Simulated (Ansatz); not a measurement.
A run of Ansatz 0.2.0 is set up as follows.

input.yaml

```yaml
crystal:
  lattice:
    - [-2.574489719, 2.574489719, 1.3974126432]
    - [2.574489719, -2.574489719, 1.3974126432]
    - [2.574489719, 2.574489719, -1.3974126432]
  atoms:
    - { symbol: Ge, position: [0.5, 0.5, 0.0] }
    - { symbol: Ge, position: [0.25, 0.75, 0.5] }
hamiltonian:
  xc: pbe
  pseudopotentials: { kind: paw }
kpoints:
  mp_grid: { grid: [11, 11, 11] }
scf:
  occupations: { method: gaussian, width: 0.024 }
output:
  forces: true
  stress: true
  eigenvalues: true
```

Potentials or basis: Ansatz PAW.

The run is started by

```sh
$ ansatz run input.yaml --threads 2 --pin off --max-ram 5632MiB --backend cpu --events-out ev --progress --plain --runs-dir out
```

**Question.** What does it give for the pressure?

**Answer.** 3.2 GPa.

**Question.** What does it give for the band gap on the k mesh?

**Answer.** None (metal or under the smearing width).

Stress tensor (GPa, compression positive):
```
3.07 0.00 0.00
0.00 3.07 0.00
0.00 0.00 3.50
```
